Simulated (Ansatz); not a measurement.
Here is an Ansatz 0.2.0 calculation.

The input input.yaml:

```yaml
crystal:
  lattice:
    - [-1.8946518192, 1.8946518192, 1.8946518192]
    - [1.8946518192, -1.8946518192, 1.8946518192]
    - [1.8946518192, 1.8946518192, -1.8946518192]
  atoms:
    - { symbol: Sn, position: [0.0, 0.0, 0.0] }
kpoints:
  mp_grid: { grid: [10, 10, 10] }
  band_path:
    path:
      - [0.0, 0.0, 0.0]
      - [0.5, -0.5, 0.5]
      - [0.0, 0.0, 0.5]
      - [0.0, 0.0, 0.0]
      - [0.25, 0.25, 0.25]
      - [0.5, -0.5, 0.5]
    npoints: 8
scf:
  occupations: { method: fermi_dirac, width: 0.05 }
hamiltonian:
  xc: pbesol
  pseudopotentials: { kind: all_electron, datasets: crystal }
output:
  forces: true
  stress: true
  eigenvalues: true
  elf: true
  volumetric_format: npy
```

Potentials or basis: all-electron PAW datasets made for the crystal.

The run is started by

```console
$ ansatz run input.yaml --threads 1 --pin off --max-ram 3072MiB --backend cpu --events-out ev --progress --plain --runs-dir out
```

Q: What does it give for the pressure?

A: -2.2 GPa.

Q: Predict the band gap along the path.

A: None (metal or under the smearing width).

Levels at the corners of the path, in eV from the Fermi level:
```
point  band 3  band 4  band 5  band 6  band 7  band 8  band 9  band 10  band 11  band 12
    Γ  -21.44  -21.30  -21.30  -11.06    7.98    7.98    7.98    12.13    12.13    12.13
    H  -21.24  -21.24  -21.24   -2.47   -0.44   -0.44   -0.44     3.87     3.87    18.10
    N  -21.31  -21.31  -21.22   -6.39   -4.39    3.63    5.46     7.98     8.29    14.96
    Γ  -21.44  -21.30  -21.30  -11.06    7.98    7.98    7.98    12.13    12.13    12.13
    P  -21.37  -21.30  -21.30   -5.12   -1.42   -1.42   -1.42    17.86    17.86    17.86
    H  -21.24  -21.24  -21.24   -2.47   -0.44   -0.44   -0.44     3.87     3.87    18.10
```

Caveat: spin-orbit coupling is left out, which moves the levels of the heavy elements.
